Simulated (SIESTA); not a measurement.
# Fe under changes of volume

One of the cells (12.259 Å³/atom); the others are scaled copies at fixed shape and fractional positions:

```
Fe
1.0
    -1.45256    1.45256    1.45256
     1.45256   -1.45256    1.45256
     1.45256    1.45256   -1.45256
Fe
1
Direct
  0.00000 0.00000 0.00000
```

```yaml
Program: SIESTA 5.4.2
Functional: PBE
Potentials_or_basis: PseudoDojo 0.4 standard (PBE files)
Basis: DZP (energy shift 0.003 Ry; two zetas on semicore shells)
Grid_cutoff: 800 Ry
Energy_shift: 0.003 Ry
k_mesh: 13 × 13 × 13
Occupations: fermi-dirac, width 0.05 eV
Spin: collinear spin, ferromagnetic start
Starting_moments: "[3.0] μB"
```

| volume (Å³/atom) | energy over the lowest point (meV/atom) | pressure (GPa) | moment (μB per cell) |
| --- | --- | --- | --- |
| 11.298 | 0.00 | 0.6 | 2.20 |
| 11.538 | ? | ? | ? |
| 11.778 | 6.08 | -5.2 | 2.34 |
| 12.259 | 25.65 | -7.3 | 2.55 |
| 12.499 | 38.46 | -10.0 | 2.60 |
| 12.740 | 54.16 | -11.6 | 2.63 |

Q: What does the run at 11.538 Å³/atom give?

A: Energy over the lowest point 0.87 meV/atom; pressure -1.7 GPa; moment 2.27 μB per cell.

Worked out: A Birch-Murnaghan fit of order 3 (a polynomial in V^(-2/3)) to the other rows has its minimum at 11.35 Å³/atom with B0 = V·E''(V) = 136 GPa and B' = 6.4. It gives 1.17 meV/atom at 11.538 Å³/atom, against the run's 0.87, and -dE/dV = -2.1 GPa, against -1.7. A parabola through the other rows of the moment, of slope 0.382 μB per Å³/atom there, gives 2.28 μB, against the run's 2.27.

Energies are extrapolated to zero smearing.

Caveats: short orbitals over semicore shells can move pressures by several GPa; the basis of atomic orbitals isn't converged, which shifts pressures, moduli and gaps.
